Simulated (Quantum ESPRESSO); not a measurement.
## TiSi: equation of state with LDA

The system is TiSi.

```
Ti Si
1.0
     1.81618   -2.11762    0.00000
     1.81618    2.11762    0.00000
     0.00000    0.00000    3.80393
Ti Si
1 1
Cartesian
  1.8162 0.0000 0.0000
  0.0000 0.0000 1.9020
```

The cell comes from a database or a generator and needn't be the stable form of this composition.

| Quantity | Value |
| --- | --- |
| Program | Quantum ESPRESSO 7.5 |
| Task | equation of state |
| Functional | LDA |
| Potentials or basis | GBRV 1.5 LDA |
| Cutoff | 612 eV |
| Density cutoff | 4898 eV |
| k mesh | 10 × 10 × 7 |
| Occupations | fermi-dirac, width 0.05 eV |
| Spin | no spin polarisation |

* Equilibrium volume: 13.83 Å³/atom
* Bulk modulus at fixed shape and positions: 155 GPa
* Pressure derivative of the bulk modulus: 4.0

Energy against volume, from the lowest point:
```tsv
volume (Å³/atom)	energy (meV/atom)
13.752	0.00
14.045	1.38
14.337	8.27
14.630	20.15
14.922	36.52
15.215	56.94
15.508	80.98
```

All runs of the series together: 95 s on 2 threads of Arm Neoverse V1 (shared host).

Caveat: the cell was scaled at fixed shape and fractional positions, which overstates the stiffness of a crystal with free parameters, most of all of layers and chains.
